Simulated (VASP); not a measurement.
Consider the following.

```xyz
16
Lattice="-4.6289 4.6289 4.6289 4.6289 -4.6289 4.6289 4.6289 4.6289 -4.6289" Properties=species:S:1:pos:R:3 pbc="T T T"
Co     2.3144     2.3144    -2.3144
Co     2.3144     2.3144     2.3144
Co     2.3144    -2.3144     2.3144
Co    -2.3144     2.3144     2.3144
Sb    -1.5382     4.6289     3.1593
Sb     6.1671     0.0000     1.4696
Sb     1.5382     4.6289     3.1593
Sb     3.0907     0.0000     1.4696
Sb     3.1593    -1.5382     4.6289
Sb     1.4696     6.1671     0.0000
Sb     3.1593     1.5382     4.6289
Sb     1.4696     3.0907     0.0000
Sb     4.6289     3.1593    -1.5382
Sb     0.0000     1.4696     6.1671
Sb     4.6289     3.1593     1.5382
Sb     0.0000     1.4696     3.0907
```

Level of theory: revPBE GGA, VASP's PBE PAW potentials (set 64) (plane waves; VASP). Settings: LREAL = Auto, 300 eV cut-off, 3×3×3 Γ-centred mesh, Gaussian smearing of 0.14 eV, potentials Co Sb.

At this cut-off the stress carries a Pulay error, which pulls relaxed volumes low. Energy and stress use the plane-wave basis of the starting cell.

**Question.** The ions, cell shape and volume are relaxed. Which structure does the run end with?

**Answer.** 
```xyz
16
Lattice="-4.5816 4.5816 4.5816 4.5816 -4.5816 4.5816 4.5816 4.5816 -4.5816" Properties=species:S:1:pos:R:3 pbc="T T T"
Co     2.2908     2.2908    -2.2908
Co     2.2908     2.2908     2.2908
Co     2.2908    -2.2908     2.2908
Co    -2.2908     2.2908     2.2908
Sb    -1.5224     4.5816     3.1214
Sb     6.1039     0.0000     1.4602
Sb     1.5224     4.5816     3.1214
Sb     3.0592     0.0000     1.4602
Sb     3.1214    -1.5224     4.5816
Sb     1.4602     6.1039     0.0000
Sb     3.1214     1.5224     4.5816
Sb     1.4602     3.0592     0.0000
Sb     4.5816     3.1214    -1.5224
Sb     0.0000     1.4602     6.1039
Sb     4.5816     3.1214     1.5224
Sb     0.0000     1.4602     3.0592
```
Space group Im-3 (204), at a tolerance of 0.03 Å.

**Question.** How do energy and volume change from the first to the last step?

**Answer.** The energy (σ→0) changes by -5.9 meV/atom and the volume by -3.0 %, in 6 ionic steps.

The structure comes from a computed database's CoSb3 entry; how it stands against other phases isn't given here. This run relaxes it. Symmetry was kept, so distortions that lower it aren't found. The k-mesh is coarse (spacing up to 0.32 per Å, 2π included), so the numbers may not be converged in it. The run is one of a series of settings (EDIFFG = -0.01, IBRION = 2, ISIF = 3, NSW = 50 against the base run), some of them coarse on purpose. The run is not spin-polarised, so no magnetic state was tried.
